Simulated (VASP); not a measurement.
**CdS in VASP 6.6.1, single-point calculation**

INCAR

```
NSW = 0
IBRION = -1
ISIF = 2
GGA = PE
LREAL = .FALSE.
LASPH = .TRUE.
IVDW = 21
ENCUT = 520
LWAVE = .FALSE.
PREC = Accurate
LCHARG = .FALSE.
NELM = 91
ISMEAR = -1
NBANDS = 16
SIGMA = 0.005
EDIFF = 1E-7
```

KPOINTS

```
KPOINTS created by Atomic Simulation Environment
0
Gamma
8 8 8
0 0 0
```

POSCAR

```
Cd S
 1.0000000000000000
     0.0000000000000000    2.8898377815999998    2.8898377815999998
     2.8898377815999998    0.0000000000000000    2.8898377815999998
     2.8898377815999998    2.8898377815999998    0.0000000000000000
 Cd  S
   1   1
Cartesian
  0.0000000000000000  0.0000000000000000  0.0000000000000000
  2.8898377816000003  2.8898377816000003  2.8898377816000003
```

The recommended PBE PAW datasets give the neutral cell 18 valence electrons.

Command

```
mpirun -np 1 vasp_std
```

OSZICAR

```
N       E                     dE             d eps       ncg     rms          rms(c)
DAV:   1     0.109445516446E+03    0.10945E+03   -0.91912E+03   936   0.104E+03
DAV:   2    -0.216502718839E+01   -0.11161E+03   -0.10423E+03  1104   0.254E+02
DAV:   3    -0.633481213169E+01   -0.41698E+01   -0.41622E+01  1208   0.511E+01
DAV:   4    -0.635546772341E+01   -0.20656E-01   -0.20654E-01  1128   0.357E+00
DAV:   5    -0.635570677701E+01   -0.23905E-03   -0.23905E-03  1208   0.370E-01    0.533E+00
DAV:   6    -0.572569304017E+01    0.63001E+00   -0.10630E+00  1200   0.104E+01    0.481E+00
DAV:   7    -0.570471991152E+01    0.20973E-01   -0.13625E-01  1128   0.269E+00    0.260E+00
DAV:   8    -0.570214217490E+01    0.25777E-02   -0.13483E-02  1056   0.131E+00    0.178E-01
DAV:   9    -0.570208185464E+01    0.60320E-04   -0.94518E-04  1160   0.338E-01    0.840E-02
DAV:  10    -0.570218490477E+01   -0.10305E-03   -0.18300E-04  1128   0.122E-01    0.660E-02
DAV:  11    -0.570220647815E+01   -0.21573E-04   -0.26928E-05  1088   0.423E-02    0.940E-03
DAV:  12    -0.570220605278E+01    0.42537E-06   -0.18537E-06  1168   0.759E-03    0.230E-03
DAV:  13    -0.570220598711E+01    0.65674E-07   -0.18686E-07  1128   0.307E-03
   1 F= -.60669374E+01 E0= -.60669374E+01  d E =-.263700E-10
```

From OUTCAR

```
k-points           NKPTS =     29   k-points in BZ     NKDIM =     29   number of bands    NBANDS=     16

   NELECT =      18.0000    total number of electrons

   dimension x,y,z NGX =    30 NGY =   30 NGZ =   30
   dimension x,y,z NGXF=    60 NGYF=   60 NGZF=   60

  energy-cutoff  :      520.00
  volume of cell :       48.27
      direct lattice vectors                 reciprocal lattice vectors
     0.000000000  2.889837782  2.889837782    -0.173020092  0.173020092  0.173020092
     2.889837782  0.000000000  2.889837782     0.173020092 -0.173020092  0.173020092
     2.889837782  2.889837782  0.000000000     0.173020092  0.173020092 -0.173020092

 k-points in reciprocal lattice and weights: KPOINTS created by Atomic Simulation Env
   0.00000000  0.00000000  0.00000000       0.002
   0.12500000  0.00000000  0.00000000       0.016
   0.25000000  0.00000000  0.00000000       0.016
   0.37500000  0.00000000  0.00000000       0.016
   0.50000000  0.00000000  0.00000000       0.008
   0.12500000  0.12500000  0.00000000       0.012
   0.25000000  0.12500000  0.00000000       0.047
   0.37500000  0.12500000  0.00000000       0.047
   ...

 E-fermi :   1.5566

 k-point     1 :       0.0000    0.0000    0.0000
  band No.  band energies     occupation
      1     -10.3617      2.00000
      2      -5.9512      2.00000
      3      -5.9512      2.00000
      4      -5.9512      2.00000
      5      -5.9475      2.00000
      6      -5.9475      2.00000
      7       0.9945      2.00000
      8       0.9945      2.00000
      9       0.9945      2.00000
     10       1.7011      0.00000
     11      10.5985      0.00000
     12      10.5985      0.00000
     13      10.5985      0.00000
     14      11.7981      0.00000
     15      11.7981      0.00000
     16      11.7981      0.00000

 k-point     2 :       0.1250    0.0000    0.0000
  band No.  band energies     occupation
      1     -10.2661      2.00000
      2      -5.9744      2.00000
      3      -5.9744      2.00000
      4      -5.9574      2.00000
      5      -5.9327      2.00000
      6      -5.9327      2.00000
      7      -0.1750      2.00000
      8       1.0521      2.00000
      9       1.0521      2.00000
     10       2.8948      0.00000
     11       9.3346      0.00000
     12      10.0587      0.00000
     13      10.0587      0.00000
     14      11.3169      0.00000
     15      11.3169      0.00000
     16      11.7824      0.00000

 k-point     3 :       0.2500    0.0000    0.0000
  band No.  band energies     occupation
      1     -10.0157      2.00000
      2      -6.0367      2.00000
      3      -6.0367      2.00000
      4      -5.9800      2.00000
      5      -5.8891      2.00000
      6      -5.8891      2.00000
      7      -1.4355      2.00000
      8       1.2000      2.00000
      9       1.2000      2.00000
     10       4.1629      0.00000
     11       7.9154      0.00000
     12       8.7084      0.00000
     13       8.7084      0.00000
     14      11.6941      0.00000
     15      12.0277      0.00000
     16      12.0277      0.00000

 ...

  Total      -2.87057    -2.87057    -2.87057    -0.00000     0.00000     0.00000
  in kB     -95.28567   -95.28567   -95.28567    -0.00000     0.00000     0.00000
  external pressure =      -95.29 kB  Pullay stress =        0.00 kB

 POSITION                                       TOTAL-FORCE (eV/Angst)
 -----------------------------------------------------------------------------------
      0.00000      0.00000      0.00000         0.000000     -0.000000     -0.000000
      2.88984      2.88984      2.88984        -0.000000      0.000000      0.000000
 -----------------------------------------------------------------------------------
    total drift:                               -0.000000      0.000000      0.000000

  FREE ENERGIE OF THE ION-ELECTRON SYSTEM (eV)
  ---------------------------------------------------
  free  energy   TOTEN  =        -6.0669373645 eV

  energy  without entropy=       -6.0669373644  energy(sigma->0) =       -6.06693736
```

It converged. Results: gap between bands v and c on the k mesh 0.19 eV; least direct gap on the k mesh 0.71 eV; pressure -9.5 GPa. Band v is the last that the valence electrons fill when counted band by band, and c is the next.

For comparison, a separate PBE run of the intended cell, on usual settings and not on those above, gives a gap of 0.19 eV on its mesh and a pressure of -7.4 GPa.

The run above took about 35 s on one core of a shared host (Intel Xeon 6975P-C) and held 0.18 GiB at most.
